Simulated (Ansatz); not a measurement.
## CdSe (zincblende) under strain

CdSe (zincblende), relaxed with r2SCAN in Ansatz 0.2.0. The symmetry is F-43m (No. 216, cubic); a = 6.136 Å in the conventional setting, 28.87 Å³ an atom. Cd has 4 Se at 2.66 Å; Se has 4 Cd at 2.66 Å.

The axes x, y and z are those of this cell:
```
CELL_PARAMETERS angstrom
0.00000 3.06778 3.06778
3.06778 0.00000 3.06778
3.06778 3.06778 0.00000
ATOMIC_POSITIONS crystal
Cd 0.00000 0.00000 0.00000
Se 0.25000 0.25000 0.25000
```

Unstrained: PBE gives a direct gap of 0.555 eV at Γ. r2SCAN gives a direct gap of 1.037 eV at Γ. HSE06 gives a direct gap of 1.483 eV at Γ. Meshes: PBE 8×8×8, r2SCAN 8×8×8, HSE06 6×6×6. Strains are changes of length per length, and xy shears are angles. After each strain the atoms were relaxed again with r2SCAN within the symmetry that the strain leaves, so tilts or polar shifts that break it weren't tested; points keep the names that they have in the unstrained zone. The values are computed, spin-unpolarised, and not measurements.

Changes of the least gap in eV (an overlap counts as a negative gap):

| strain | volume change (%) | space group | PBE | r2SCAN | HSE06 | energy rise, r2SCAN (meV/atom) |
| --- | --- | --- | --- | --- | --- | --- |
| epitaxial +0.5 % in the xy plane, free normal strain -0.80 % | +0.2 | I-4m2 | -0.030 | -0.031 | -0.032 | 0.2 |
| isotropic -0.5 % on every length | -1.5 | F-43m | +0.031 | +0.034 | +0.037 | 0.9 |
| uniaxial -5.0 % along x | -5.0 | I-4m2 | +0.002 | +0.010 | +0.017 | 14.1 |
| xy shear, engineering strain (angle) -1.0 % | 0.0 | Imm2 | -0.022 | -0.023 | -0.023 | 0.2 |
| epitaxial -4.0 % in the plane normal to [111], free normal strain +3.58 % | -4.5 | R3m | -0.106 | -0.113 | -0.111 | 24.8 |

Epitaxial +0.5 % in the xy plane, free normal strain -0.80 %. HSE06: the gap goes from 1.483 to 1.451 eV (-0.032 eV); with r2SCAN the top three valence levels at Γ, degenerate before, become 1+2 from the top over 40 meV. Stress change with r2SCAN, compression positive: xx -0.18, yy -0.18, zz +0.04 GPa.

Isotropic -0.5 % on every length. HSE06: the gap goes from 1.483 to 1.520 eV (+0.037 eV). Stress change with r2SCAN, compression positive: xx +0.80, yy +0.80, zz +0.80 GPa. For HSE06, dE_g/d ln V = -2.5 eV over this step.

Uniaxial -5.0 % along x, other directions held. HSE06: the gap goes from 1.483 to 1.500 eV (+0.017 eV); with r2SCAN the top three valence levels at Γ, degenerate before, become 1+2 from the top over 152 meV. Stress change with r2SCAN, compression positive: xx +3.29, yy +2.68, zz +2.68 GPa.

Xy shear, engineering strain (angle) -1.0 %. HSE06: the gap goes from 1.483 to 1.460 eV (-0.023 eV); with r2SCAN the top three valence levels at Γ, degenerate before, become 1+1+1 from the top over 44 meV. Stress change with r2SCAN, compression positive: xx 0.00, yy 0.00, zz 0.00, xy +0.22 GPa.

Epitaxial -4.0 % in the plane normal to [111], free normal strain +3.58 %. HSE06: the gap goes from 1.483 to 1.372 eV (-0.111 eV); with r2SCAN the top three valence levels at Γ, degenerate before, become 2+1 from the top over 435 meV. Stress change with r2SCAN, compression positive: xx +2.40, yy +2.40, zz +2.40, xy -1.17, xz -1.17, yz -1.17 GPa.

Spin-orbit coupling is left out.

The meshes of the hybrids are coarse, so their gaps aren't converged to the digits shown.

The splittings at Γ are without spin-orbit coupling, which regroups them where it is of like size or larger.
